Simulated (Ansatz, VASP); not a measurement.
CdS: VASP beside Ansatz

POSCAR

```
CdS
1.0
    0.0000000000      3.1428000000      2.9100000000
    3.1428000000      0.0000000000      2.9100000000
    3.1428000000      3.1428000000      0.0000000000
Cd S
1 1
Direct
    0.0000000000      0.0000000000      0.0000000000
    0.7500000000      0.7500000000      0.7500000000
```

The input INCAR.step1:

```
PREC = Accurate ; ENCUT = 520
ISMEAR = 0 ; SIGMA = 0.05
LREAL = F ; LASPH = T
NELM = 100 ; NBANDS = 16
GGA = PE ; ALGO = Normal
EDIFF = 1E-4 ; LWAVE = T
LCHARG = F
```

The input INCAR.step2:

```
PREC = Accurate ; ENCUT = 520
EDIFF = 1E-7 ; ISMEAR = 0
SIGMA = 0.05 ; LREAL = F
LASPH = T ; NELM = 100
ALGO = Normal ; ISIF = 2
LWAVE = F ; LCHARG = F
METAGGA = R2SCAN ; LMIXTAU = T
NBANDS = 16 ; ISTART = 1
```

Contents of KPOINTS:

```
Automatic mesh
0
Gamma
  8 8 8
```

Input for Ansatz:

```yaml
crystal:
  lattice:
    - [0.0, 3.1428, 2.91]
    - [3.1428, 0.0, 2.91]
    - [3.1428, 3.1428, 0.0]
  atoms:
    - { symbol: Cd, position: [0.0, 0.0, 0.0] }
    - { symbol: S, position: [0.75, 0.75, 0.75] }
basis:
  ecutwfc: 500
kpoints:
  mp_grid: { grid: [8, 8, 8] }
hamiltonian:
  xc: r2scan
scf:
  occupations: { method: gaussian, width: 0.05 }
output:
  forces: true
  stress: true
  eigenvalues: true
```

Change from the starting cell: strain +0.080 along x and y, +0.000 along z, atoms carried along.

Alike in both runs: task single point; functional r2SCAN; k mesh 8 × 8 × 8; occupations gaussian, width 0.05 eV; no spin polarisation.

|  | VASP | Ansatz |
| --- | --- | --- |
| version | VASP 6.6.1 | Ansatz 0.2.0 |
| potentials or method | VASP PAW PBE potentials, release 64 (Cd, S) | scalar-relativistic, plane waves, PAW |
| plane-wave cutoff (eV) | 520 | 500 |
| valence electrons in the cell | 18 | 26 |

|  | VASP | Ansatz | Ansatz less VASP |
| --- | --- | --- | --- |
| gap on the k mesh at the Fermi level (eV) | 1.11 | 1.11 | +0.007 |
| least direct gap on the mesh (eV) | 1.11 | 1.11 | +0.007 |
| pressure (GPa) | -5.6 | -5.8 | -0.17 |
| largest component of the traceless stress (GPa) | 1.10 | 1.11 | +0.009 |

The two sets of potentials don't hold the same shells in valence.

Caveats: the PAW data sets were made with another functional, which shifts forces and pressure a little (VASP).
